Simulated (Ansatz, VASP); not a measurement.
Ca: VASP beside Ansatz

File INCAR:

```
SYSTEM = Ca
ALGO = Fast ; EDIFF = 1E-6
ENCUT = 520 ; GGA = PE
ISIF = 2 ; ISMEAR = 0
LASPH = .True. ; LCHARG = .True.
LELF = .True. ; LREAL = .False.
LVHAR = .True. ; LWAVE = .False.
NBANDS = 11 ; NELM = 80
PREC = Accurate ; SIGMA = 0.15
```

File KPOINTS:

```
k-points
0
Gamma
  16 16 16
  0 0 0
```

File POSCAR:

```
Ca
1.0
   -2.3154651488      2.3154651488      2.1961148100
    2.3154651488     -2.3154651488      2.1961148100
    2.3154651488      2.3154651488     -2.1961148100
Ca
1
Direct
    0.5000000000      0.5000000000      0.0000000000
```

Input for Ansatz:

```yaml
crystal:
  lattice:
    - [-2.3154651488, 2.3154651488, 2.19611481]
    - [2.3154651488, -2.3154651488, 2.19611481]
    - [2.3154651488, 2.3154651488, -2.19611481]
  atoms:
    - { symbol: Ca, position: [0.5, 0.5, 0.0] }
basis:
  ecutwfc: 420
kpoints:
  mp_grid: { grid: [16, 16, 16] }
hamiltonian:
  xc: pbe
scf:
  occupations: { method: gaussian, width: 0.15 }
output:
  forces: true
  stress: true
  eigenvalues: true
```

Change from the starting cell: strain +0.050 along x and y, +0.000 along z, atoms carried along.

Alike in both runs: task single point; functional PBE; k mesh 16 × 16 × 16; occupations gaussian, width 0.15 eV; no spin polarisation.

|  | VASP | Ansatz |
| --- | --- | --- |
| version | VASP 6.6.1 | Ansatz 0.2.0 |
| potentials or method | VASP PAW PBE potentials, release 64 (Ca_sv) | scalar-relativistic, plane waves, PAW |
| plane-wave cutoff (eV) | 520 | 420 |
| valence electrons in the cell | 10 | 10 |

```csv
,VASP,Ansatz,Ansatz less VASP
gap on the k mesh at the Fermi level (eV),none,none,-
pressure (GPa),-1.6,-1.6,0.00
```

A gap of «none» marks a metal or a gap that the smearing closes.
